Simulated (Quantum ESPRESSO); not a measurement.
# 2H-MoS2, 1 layer, rectangular cell: a series in strain along the first axis, part 2 of 7

Aim: how the results for 2H-MoS2, 1 layer, rectangular cell change with strain along the first axis.

Quantum ESPRESSO 7.5; plane-wave DFT, PBE, GBRV ultrasoft pseudopotentials.

So far. Step 2 (Variable-cell relaxation of the reference):  The last row is no step: it is a fresh SCF in the final cell with a new plane-wave basis, -0 meV from the row before.

## 3. Relaxing the ions, -4 %

m0.relax.in reads:

```
&control
  prefix = 'm0.relax'
  outdir = './out'
  pseudo_dir = './pseudo'
  nstep = 40
  forc_conv_thr = 0.0003
  calculation = 'relax'
  tstress = .true.
/
&system
  ibrav = 0
  nat = 6
  ntyp = 2
  ecutwfc = 50
  ecutrho = 250
  occupations = 'smearing'
  smearing = 'fd'
  degauss = 0.002
/
&electrons
  conv_thr = 1e-09
  mixing_beta = 0.4
  electron_maxstep = 120
  mixing_mode = 'plain'
/
&ions
/
ATOMIC_SPECIES
  S   32.0600  s_pbe_v1.4.uspp.F.UPF
  Mo  95.9500  mo_pbe_v1.uspp.F.UPF
CELL_PARAMETERS angstrom
  3.05575300128000 0.00000000000000 0.00000000000000
  0.00000000000000 5.51328753800000 0.00000000000000
  0.00000000000000 0.00000000000000 18.26259773800000
ATOMIC_POSITIONS crystal
  S   0.999999999900 0.333333776000 0.414454234500
  S   0.500000000000 0.833333714400 0.414454237300
  Mo  0.000000000000 -0.000000854000 0.500000000000
  Mo  0.500000000000 0.499999206700 0.500000000000
  S   0.999999999900 0.333333776000 0.585545765500
  S   0.500000000000 0.833333714400 0.585545762700
K_POINTS automatic
  10 6 1 0 0 0
```

Command:

```
$ OMP_NUM_THREADS=1 mpirun -n 4 pw.x -nk 4 -in m0.relax.in > m0.relax.out
```

The program printed:

```text
[banner, memory and clock lines left out]
Program PWSCF v.7.5 starts
[citation notice left out]

[...]
Message from routine setup:
[...]
bravais-lattice index     =            0
     lattice parameter (alat)  =       5.7745  a.u.
     unit-cell volume          =    2076.2902 (a.u.)^3
     number of atoms/cell      =            6
     number of atomic types    =            2
     number of electrons       =        52.00
     number of Kohn-Sham states=           31
     kinetic-energy cutoff     =      50.0000  Ry
     charge density cutoff     =     250.0000  Ry
     scf convergence threshold =      1.0E-09
     mixing beta               =       0.4000
     number of iterations used =            8  plain     mixing
     energy convergence thresh.=      1.0E-04
     force convergence thresh. =      3.0E-04
     Exchange-correlation= SLA  PW   PBE  PBE
                           (   1   4   3   4   0   0   0)
     nstep                     =           40

[...]
PseudoPot. # 1 for S  read from file:
     ./pseudo/s_pbe_v1.4.uspp.F.UPF
     Pseudo is Ultrasoft + core correction, Zval =  6.0
     Generated by new atomic code, or converted to UPF format
     Using radial grid of  907 points,  6 beta functions with:
                l(1) =   0
                l(2) =   0
                l(3) =   1
                l(4) =   1
                l(5) =   2
                l(6) =   2
     Q(r) pseudized with  8 coefficients,  rinner =    1.300   1.300   1.300
                                                       1.300   1.300

     PseudoPot. # 2 for Mo read from file:
     ./pseudo/mo_pbe_v1.uspp.F.UPF
     Pseudo is Ultrasoft + core correction, Zval = 14.0
     Generated by new atomic code, or converted to UPF format
     Using radial grid of  889 points,  6 beta functions with:
                l(1) =   0
                l(2) =   0
                l(3) =   1
                l(4) =   1
                l(5) =   2
                l(6) =   2
     Q(r) pseudized with  6 coefficients,  rinner =    1.000   1.000   1.000
                                                       1.000   1.000

     atomic species   valence    mass     pseudopotential
     S                 6.00    32.06000     S ( 1.00)
     Mo               14.00    95.95000     Mo( 1.00)

      4 Sym. Ops. (no inversion) found

[...]
number of k points=    24  Fermi-Dirac smearing, width (Ry)=  0.0020
[...]
Dense  grid:   138581 G-vectors     FFT dimensions: (  30,  54, 180)

     Smooth grid:    98961 G-vectors     FFT dimensions: (  25,  48, 160)

     Initial potential from superposition of free atoms

     starting charge      51.9977, renormalised to      52.0000

     negative rho (up, down):  4.550E-03 0.000E+00
     Starting wfcs are   42 randomized atomic wfcs

     per-process dynamical memory:   123.3 Mb

     Self-consistent Calculation

     iteration #  1     ecut=    50.00 Ry     beta= 0.40
     Davidson diagonalization with overlap
     ethr =  1.00E-02,  avg # of iterations =  2.0

     Threshold (ethr) on eigenvalues was too large:
     Diagonalizing with lowered threshold

     Davidson diagonalization with overlap
     ethr =  3.79E-04,  avg # of iterations =  2.5

     negative rho (up, down):  4.685E-03 0.000E+00

     total energy              =    -375.40399285 Ry
     estimated scf accuracy    <       0.25737852 Ry

     iteration #  2     ecut=    50.00 Ry     beta= 0.40
[...]
negative rho (up, down):  4.661E-03 0.000E+00

[...]
total energy              =    -375.42986797 Ry
     estimated scf accuracy    <       0.13044798 Ry

     iteration #  3     ecut=    50.00 Ry     beta= 0.40
[...]
negative rho (up, down):  4.693E-03 0.000E+00

[...]
total energy              =    -375.45288119 Ry
     estimated scf accuracy    <       0.01505109 Ry

     iteration #  4     ecut=    50.00 Ry     beta= 0.40
[...]
negative rho (up, down):  4.695E-03 0.000E+00

[...]
total energy              =    -375.45378300 Ry
     estimated scf accuracy    <       0.00253367 Ry

     iteration #  5     ecut=    50.00 Ry     beta= 0.40
[...]
negative rho (up, down):  4.689E-03 0.000E+00

[...]
total energy              =    -375.45434088 Ry
     estimated scf accuracy    <       0.00129354 Ry

     iteration #  6     ecut=    50.00 Ry     beta= 0.40
[...]
negative rho (up, down):  4.676E-03 0.000E+00

[...]
total energy              =    -375.45423077 Ry
     estimated scf accuracy    <       0.00051422 Ry

[...]
iteration # 12     ecut=    50.00 Ry     beta= 0.40
[...]
negative rho (up, down):  4.671E-03 0.000E+00

[...]
total energy              =    -375.45435635 Ry
     estimated scf accuracy    <       0.00000010 Ry

     iteration # 13     ecut=    50.00 Ry     beta= 0.40
[...]
negative rho (up, down):  4.671E-03 0.000E+00

[...]
total energy              =    -375.45435636 Ry
     estimated scf accuracy    <          4.1E-09 Ry

     iteration # 14     ecut=    50.00 Ry     beta= 0.40
[...]
negative rho (up, down):  4.671E-03 0.000E+00

[...]
total energy              =    -375.45435636 Ry
     estimated scf accuracy    <          6.4E-09 Ry

     iteration # 15     ecut=    50.00 Ry     beta= 0.40
[...]
negative rho (up, down):  4.671E-03 0.000E+00

[...]
End of self-consistent calculation

          k = 0.0000 0.0000 0.0000 ( 12459 PWs)   bands (ev):

   -61.0727 -61.0296 -35.4318 -35.2579 -35.1720 -35.0217 -35.0078 -34.9345
   -14.5804 -13.2330 -12.6181 -12.5090  -6.2916  -6.0815  -5.2397  -4.5142
    -3.1751  -3.1029  -2.5983  -2.3321  -2.2252  -1.7598  -1.5948  -1.0505
    -0.8452  -0.4188   2.2202   2.4897   2.6647   2.7620   2.8770

          k = 0.0000 0.0924 0.0000 ( 12439 PWs)   bands (ev):

   -61.0698 -61.0325 -35.4042 -35.2521 -35.1778 -35.0371 -35.0159 -34.9404
   -14.4744 -13.1915 -12.7905 -12.5666  -6.1099  -5.9612  -5.0818  -4.4490
    -3.3163  -3.0965  -2.6824  -2.4877  -2.2568  -1.7466  -1.4895  -1.2116
    -0.9593  -0.4666   2.2094   2.4001   2.4453   2.4555   2.9900

[...]
the Fermi energy is     0.9009 ev

!    total energy              =    -375.45435636 Ry
     estimated scf accuracy    <          7.2E-10 Ry
     smearing contrib. (-TS)   =      -0.00000000 Ry
     internal energy E=F+TS    =    -375.45435636 Ry

     The total energy is F=E-TS. E is the sum of the following terms:
     one-electron contribution =   -2023.14313270 Ry
     hartree contribution      =    1013.76095915 Ry
     xc contribution           =     -72.74345149 Ry
     ewald contribution        =     706.67126868 Ry

     convergence has been achieved in  15 iterations

     negative rho (up, down):  4.671E-03 0.000E+00

     Forces acting on atoms (cartesian axes, Ry/au):

     atom    1 type  1   force =     0.00000000   -0.00552414   -0.01648030
     atom    2 type  1   force =     0.00000000   -0.00552360   -0.01648027
     atom    3 type  2   force =     0.00000000    0.01104803    0.00000000
     atom    4 type  2   force =     0.00000000    0.01104746    0.00000000
     atom    5 type  1   force =     0.00000000   -0.00552414    0.01648030
     atom    6 type  1   force =     0.00000000   -0.00552360    0.01648027

     Total force =     0.038112     Total SCF correction =     0.000074

     Computing stress (Cartesian axis) and pressure

     negative rho (up, down):  4.671E-03 0.000E+00
          total   stress  (Ry/bohr**3)                   (kbar)     P=       21.56
   0.00026936   0.00000000   0.00000000           39.62        0.00        0.00
   0.00000000   0.00007675   0.00000000            0.00       11.29        0.00
   0.00000000   0.00000000   0.00009349            0.00        0.00       13.75

     BFGS Geometry Optimization
     Energy error            =      1.5E-03 Ry
     Gradient error          =      1.6E-02 Ry/Bohr

     number of scf cycles    =   1
     number of bfgs steps    =   0

     energy             new  =    -375.4543563616 Ry

     new trust radius        =       0.0173815008 bohr
     new conv_thr            =       0.0000000010 Ry

ATOMIC_POSITIONS (crystal)
S                0.9999999999        0.3328035568        0.4139767011
S                0.5000000000        0.8328035473        0.4139767047
Mo               0.0000000000        0.0010595600        0.5000000000
Mo               0.5000000000        0.5010595654        0.5000000000
S                0.9999999999        0.3328035568        0.5860232989
S                0.5000000000        0.8328035473        0.5860232953

[...]
NEW-OLD atomic charge density approx. for the potential

     negative rho (up, down):  4.656E-03 0.000E+00

     per-process dynamical memory:   164.9 Mb

[...]
!    total energy              =    -375.45545117 Ry
[...]
Total force =     0.019958     Total SCF correction =     0.000039
[...]
number of bfgs steps    =   1
[...]
energy             new  =    -375.4554511731 Ry
[...]
new trust radius        =       0.0191196509 bohr
[...]
!    total energy              =    -375.45590260 Ry
[...]
Total force =     0.004704     Total SCF correction =     0.000026
[...]
number of bfgs steps    =   2
[...]
energy             new  =    -375.4559026011 Ry
[...]
new trust radius        =       0.0043469326 bohr
[...]
!    total energy              =    -375.45592556 Ry
[...]
Total force =     0.001888     Total SCF correction =     0.000017
[...]
number of bfgs steps    =   3
[...]
energy             new  =    -375.4559255553 Ry
[...]
new trust radius        =       0.0012089872 bohr
[...]
Self-consistent Calculation

     iteration #  1     ecut=    50.00 Ry     beta= 0.40
     Davidson diagonalization with overlap
     ethr =  1.00E-06,  avg # of iterations =  2.0

     Threshold (ethr) on eigenvalues was too large:
     Diagonalizing with lowered threshold

     Davidson diagonalization with overlap
     ethr =  2.69E-09,  avg # of iterations =  6.0

     negative rho (up, down):  4.647E-03 0.000E+00

     total energy              =    -375.45592840 Ry
     estimated scf accuracy    <       0.00000032 Ry

[...]
iteration #  8     ecut=    50.00 Ry     beta= 0.40
[...]
negative rho (up, down):  4.648E-03 0.000E+00

[...]
End of self-consistent calculation

          k = 0.0000 0.0000 0.0000 ( 12459 PWs)   bands (ev):

   -61.0696 -61.0269 -35.4142 -35.2458 -35.1615 -35.0047 -34.9957 -34.9185
   -14.5005 -13.2262 -12.5299 -12.4705  -6.2321  -6.0063  -5.1937  -4.4251
    -3.0337  -2.9492  -2.4713  -2.3918  -2.2549  -1.7194  -1.4237  -1.0675
    -0.7541  -0.4807   2.2373   2.5654   2.6605   2.6766   2.8137

          k = 0.0000 0.0924 0.0000 ( 12439 PWs)   bands (ev):

   -61.0667 -61.0298 -35.3870 -35.2402 -35.1672 -35.0246 -34.9990 -34.9243
   -14.3948 -13.1831 -12.7048 -12.5308  -6.0363  -5.8836  -5.0356  -4.3666
    -3.1678  -2.9544  -2.6787  -2.3614  -2.3123  -1.5805  -1.4809  -1.2273
    -0.8623  -0.5249   2.2199   2.3642   2.4401   2.4605   2.9638

[...]
the Fermi energy is     0.8350 ev

!    total energy              =    -375.45592848 Ry
     estimated scf accuracy    <          7.6E-12 Ry
     smearing contrib. (-TS)   =      -0.00000000 Ry
     internal energy E=F+TS    =    -375.45592848 Ry

     The total energy is F=E-TS. E is the sum of the following terms:
     one-electron contribution =   -2011.45740109 Ry
     hartree contribution      =    1007.95227969 Ry
     xc contribution           =     -72.67339081 Ry
     ewald contribution        =     700.72258373 Ry

     convergence has been achieved in   8 iterations

     negative rho (up, down):  4.648E-03 0.000E+00

     Forces acting on atoms (cartesian axes, Ry/au):

     atom    1 type  1   force =     0.00000000    0.00014779    0.00003830
     atom    2 type  1   force =     0.00000000    0.00014802    0.00003902
     atom    3 type  2   force =     0.00000000   -0.00029651    0.00000000
     atom    4 type  2   force =     0.00000000   -0.00029510    0.00000000
     atom    5 type  1   force =     0.00000000    0.00014779   -0.00003830
     atom    6 type  1   force =     0.00000000    0.00014802   -0.00003902

     Total force =     0.000518     Total SCF correction =     0.000005

     Computing stress (Cartesian axis) and pressure

     negative rho (up, down):  4.648E-03 0.000E+00
          total   stress  (Ry/bohr**3)                   (kbar)     P=       13.61
   0.00023090   0.00000000   0.00000000           33.97        0.00        0.00
   0.00000000   0.00004761   0.00000000            0.00        7.00        0.00
   0.00000000   0.00000000  -0.00000087            0.00        0.00       -0.13

     Energy error            =      2.9E-06 Ry
     Gradient error          =      3.0E-04 Ry/Bohr

     bfgs converged in   5 scf cycles and   4 bfgs steps
     (criteria: energy <  1.0E-04 Ry, force <  3.0E-04 Ry/Bohr)

     End of BFGS Geometry Optimization

     Final energy             =    -375.4559284811 Ry

     File ./out/m0.relax.bfgs deleted, as requested
Begin final coordinates

ATOMIC_POSITIONS (crystal)
S                0.9999999999        0.3325674523        0.4132788311
S                0.5000000000        0.8325672262        0.4132787919
Mo               0.0000000000        0.0015320166        0.5000000000
Mo               0.5000000000        0.5015319599        0.5000000000
S                0.9999999999        0.3325674523        0.5867211689
S                0.5000000000        0.8325672262        0.5867212081
End final coordinates

[...]
```

Wall time 4.6 min (4 MPI ranks of Arm Neoverse V1, shared host); peak memory 1.1 GiB; 18 min of CPU time.

Step by step:

```
step  energy less that of the first step (eV)  largest force (eV/Å)
   1                                   0.0000                0.4469
   2                                  -0.0149                0.2491
   3                                  -0.0210                0.0543
   4                                  -0.0214                0.0265
   5                                  -0.0214                0.0076
```

The atoms that moved most (Å):

```
atom     dx      dy      dz  length
  S2  0.000  -0.004  -0.021   0.022
  S6  0.000  -0.004   0.021   0.022
  S5  0.000  -0.004   0.021   0.022
  S1  0.000  -0.004  -0.021   0.022
 Mo3  0.000   0.008   0.000   0.008
 Mo4  0.000   0.008   0.000   0.008
```

Final coordinates:

```xyz
6
Lattice="3.0558 0.0000 0.0000 0.0000 5.5133 0.0000 0.0000 0.0000 18.2626" Properties=species:S:1:pos:R:3
S     3.0558    1.8335    7.5475
S     1.5279    4.5902    7.5475
Mo    0.0000    0.0084    9.1313
Mo    1.5279    2.7651    9.1313
S     3.0558    1.8335   10.7151
S     1.5279    4.5902   10.7151
```

The relaxation lowers the energy by 4 meV an atom.

Read from the output:

* free energy: -5108.3381 eV
* Fermi energy: 0.835 eV

[end of part 2 of 7]

[Logs are printed without paths, hosts, clocks, repeated set-up lines and the standing remarks that a program may print on its own settings, such as how far it seeks lower states.]

[Hosts, paths, dates, database ids (printed as entryN), source tags and the programs' standing remarks are cut or masked in the printed files.]

[Maps of the electrostatic potential energy from Ansatz leave out the sawtooth potential of an applied field or a dipole correction, so their vacuum need not be flat; planar profiles and work functions include it.]
